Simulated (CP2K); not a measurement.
The system is CuO.

```xyz
4
Lattice="2.8831 0.0000 0.0000 0.8071 2.7845 0.0000 -0.4133 -0.4048 5.1454" Properties=species:S:1:pos:R:3 pbc="T T T"
Cu    0.4032    1.3111    0.3110
Cu    1.2860    0.2371    2.4396
O     1.7711    0.7175    1.3581
O     1.4550    1.3039    3.6096
```

The cell isn't the ideal one: all atoms moved at random, sigma 0.25 Å a component, cell strained at random, sigma 0.03.

Base run:

| Quantity | Value |
| --- | --- |
| Program | CP2K 2026.2 |
| Functional | PBE |
| Potentials or basis | POTENTIAL_UZH Cu GTH-PBE-q11, O GTH-PBE-q6; TZVP-MOLOPT-PBE-GTH basis |
| Density cutoff | 8163 eV |
| k mesh | 10 × 10 × 5 |
| Occupations | fermi-dirac, width 0.05 eV |
| Spin | no spin polarisation |

Its results: band gap on the k mesh none (metal or under the smearing width); pressure 102.0 GPa; largest force 43.099 eV/Å.

Task: The run is repeated on the same cell with these changes: functional from PBE to PBEsol; ngrids from 5 to 4. What comes out?

Result: Band gap on the k mesh none (metal or under the smearing width); pressure 94.8 GPa; largest force 42.610 eV/Å.

Caveats: the cell as given lies far from equilibrium; so large a pressure means that the cell lies far from this level's equilibrium, or that cutoff or potentials fall short; the basis of atomic orbitals isn't converged, which shifts pressures, moduli and gaps; the run has no spin polarisation, though such a crystal can be magnetic; semilocal functionals often make such compounds metallic where correlation or magnetic order opens a gap, which also shifts bond lengths; forces of over 1 eV/Å show positions far from the minimum, so gaps and moduli don't describe the material at rest (some runs); the potentials were made for another functional, which shifts forces and pressure (some runs).
